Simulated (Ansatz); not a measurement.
Crystal: I.

```
I
1.0
     0.00000    2.36560    3.90984
     2.19225    0.00000    3.90984
     2.19225    2.36560    0.00000
I
1
Direct
  0.00000 0.00000 0.00000
```

Base run:

```yaml
Program: Ansatz 0.2.0
Functional: r2SCAN
Potentials_or_basis: Ansatz PAW
Cutoff: "500 eV (not typed: the program's choice for these potentials)"
k_mesh: 9 × 9 × 9
Occupations: fermi-dirac, width 0.05 eV
Spin: no spin polarisation
```

Its results: band gap on the k mesh none (metal or under the smearing width); pressure 0.0 GPa.

Task: After a change of settings the same cell gave: band gap on the k mesh none (metal or under the smearing width); pressure -2.3 GPa. Which change was it?
A. functional from r2SCAN to PBEsol; cutoff from 500 eV (not typed: the program's choice for these potentials) to 420 eV (not typed: the program's choice for these potentials); k mesh from 9 × 9 × 9 to 8 × 8 × 8
B. functional from r2SCAN to PBEsol; cutoff from 500 eV (not typed: the program's choice for these potentials) to 420 eV (not typed: the program's choice for these potentials); spin from no spin polarisation to spin-orbit coupling, no magnetisation; potential files from those of the base run to others of the same set
C. functional from r2SCAN to LDA; cutoff from 500 eV (not typed: the program's choice for these potentials) to 420 eV (not typed: the program's choice for these potentials)

Result: C.

Caveats: spin-orbit coupling is left out, which moves the levels of the heavy elements; an odd number of electrons without spin polarisation forces a metal; a magnetic or distorted state may lie lower; the PAW data sets come from PBE, with cores solved anew for the run's functional, which leaves a small shift of forces and pressure.
